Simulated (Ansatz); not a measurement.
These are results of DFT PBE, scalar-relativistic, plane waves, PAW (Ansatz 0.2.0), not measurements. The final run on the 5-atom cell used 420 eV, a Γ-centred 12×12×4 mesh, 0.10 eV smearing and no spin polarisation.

Formation energies are uncorrected and refer to the elements' standard structures at the same level.

Q: Suggest a trial structure for a trigonal metal made of C and Hf, with a formation energy near −0.38 eV/atom and about 19 Å³ per atom, in a cell of 5 atoms. Its symmetry should be P-3m1 (No. 164).

A: Hf4C, space group P-3m1 (No. 164). Hf on its first site is surrounded by 3 C at 2.27 Å and 12 Hf at 3.19–3.26 Å; Hf on its second site has 12 Hf at 3.08–3.26 Å; C is surrounded by 6 Hf at 2.27 Å.

```xyz
5
Lattice="3.2476 0.0000 0.0000 -1.6238 2.8125 0.0000 0.0000 0.0000 10.3637" Properties=species:S:1:pos:R:3 pbc="T T T"
Hf    1.6238    0.9375    9.0761
Hf    0.0000    1.8750    1.2876
Hf    1.6238    0.9375    3.9585
Hf    0.0000    1.8750    6.4052
C     0.0000    0.0000    0.0000
```

| Property | Result |
| --- | --- |
| Volume per atom | 18.93 Å³ |
| Density | 12.74 g/cm³ |
| Energy over the elements | −0.38 eV/atom |
| Gap on the 12×12×4 mesh of the 5-atom cell | 0 eV (a metal) |

The cell was found from a proposed guess, not taken from experiment. Other answers may fit too; this one was computed.

Spin–orbit coupling, which can matter for Hf, is left out. The reference form of C is held partly by dispersion forces, which this level lacks. A later test with randomly moved atoms came back to the same energy, though modes that don't fit the test's cell weren't probed.
